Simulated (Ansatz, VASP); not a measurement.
## Sc: VASP beside Ansatz

Contents of INCAR:

```
SYSTEM = Sc
PREC = Accurate
ENCUT = 520
EDIFF = 1E-7
ISMEAR = -1
SIGMA = 0.05
LREAL = .False.
LASPH = .True.
NELM = 100
ALGO = Normal
ISIF = 2
LWAVE = .False.
LCHARG = .False.
GGA = PS
NBANDS = 18
```

Contents of KPOINTS:

```
regular mesh
0
Gamma
  9 9 5
  0 0 0
```

File POSCAR:

```
Sc
1.0
    3.2642783016      0.0000000000      0.0000000000
   -1.6321391508      2.8269479342      0.0000000000
    0.0000000000      0.0000000000      5.2020304526
Sc
2
Direct
    0.6666666667      0.3333333333      0.7500000000
    0.3333333333      0.6666666667      0.2500000000
```

File input.yaml:

```yaml
crystal:
  lattice:
    - [3.2642783016, 0.0, 0.0]
    - [-1.6321391508, 2.8269479342, 0.0]
    - [0.0, 0.0, 5.2020304526]
  atoms:
    - { symbol: Sc, position: [0.6666666667, 0.3333333333, 0.75] }
    - { symbol: Sc, position: [0.3333333333, 0.6666666667, 0.25] }
hamiltonian:
  xc: pbesol
  pseudopotentials: { kind: paw }
kpoints:
  mp_grid: { grid: [9, 9, 5] }
scf:
  occupations: { method: fermi_dirac, width: 0.05 }
output:
  forces: true
  stress: true
  eigenvalues: true
```

Alike in both runs: task single point; functional PBEsol; k mesh 9 × 9 × 5; occupations fermi-dirac, width 0.05 eV; no spin polarisation.

|  | VASP | Ansatz |
| --- | --- | --- |
| version | VASP 6.6.1 | Ansatz 0.2.0 |
| potentials or method | VASP PAW PBE potentials, release 64 (Sc_sv) | Ansatz PAW |
| plane-wave cutoff (eV) | 520 | 420 |
| valence electrons in the cell | 22 | 22 |

VASP gave:

| Property | Result |
| --- | --- |
| gap on the k mesh at the Fermi level (eV) | none |
| pressure (GPa) | -0.7 |
| largest component of the traceless stress (GPa) | 1.17 |

Task: Which values does Ansatz return?

Result: gap on the k mesh at the Fermi level (eV): none; pressure (GPa): -0.7; largest component of the traceless stress (GPa): 1.18.

A gap of «none» marks a metal or a gap that the smearing closes. With one functional, cell and mesh, what is left measures potentials, basis and numerics.

Caveats: the PAW data sets were made with another functional, which shifts forces and pressure a little (VASP); the PAW data sets come from PBE, with cores solved anew for the run's functional, which leaves a small shift of forces and pressure (Ansatz).
